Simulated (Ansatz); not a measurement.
YN: levels along high-symmetry lines

```
Y N
1.0
     0.00000    2.43850    2.43850
     2.43850    0.00000    2.43850
     2.43850    2.43850    0.00000
Y N
1 1
Cartesian
  0.0000 0.0000 0.0000
  2.4385 2.4385 2.4385
```

Atom numbers follow the list: Y1, N2.

The cell is COD entry 9008768, as deposited and not checked against the literature; nothing was relaxed.

All numbers below come from DFT, PBE, all-electron LAPW, scalar-relativistic (Ansatz 0.2.0).

Sampling and basis: a Γ-centred 11×11×11 k mesh, Fermi–Dirac smearing of 0.03 eV, basis error target 1 meV/atom, no spin polarisation.

Points in fractions of the reciprocal vectors of this cell: Γ (0, 0, 0), X (0.5, 0, 0.5), U (0.625, 0.25, 0.625), K (0.375, 0.375, 0.75), L (0.5, 0.5, 0.5), W (0.5, 0.25, 0.75). The path joins them by straight lines in the order Γ–X–U–K–Γ–L–W–X; legs that retrace an earlier one aren't tabulated. Energies are in eV from the top of the valence band.

(1) Is there a gap, and where are the band edges?

(2) List the levels between -8 and 3 eV at the symmetry points.

Answers

(1) 0.18 eV, indirect from Γ to X (0.5, 0, 0.5) (so small a gap may close at points that the mesh and path miss).

(2) 
Γ: 0.00 (×3)
X: -1.48, -0.38 (×2), 0.18
U: -2.19, -1.58, -1.32, 2.46
K: -2.19, -1.58, -1.32, 2.46
L: -4.08, -2.27 (×2)
W: -2.16, -1.54 (×2)
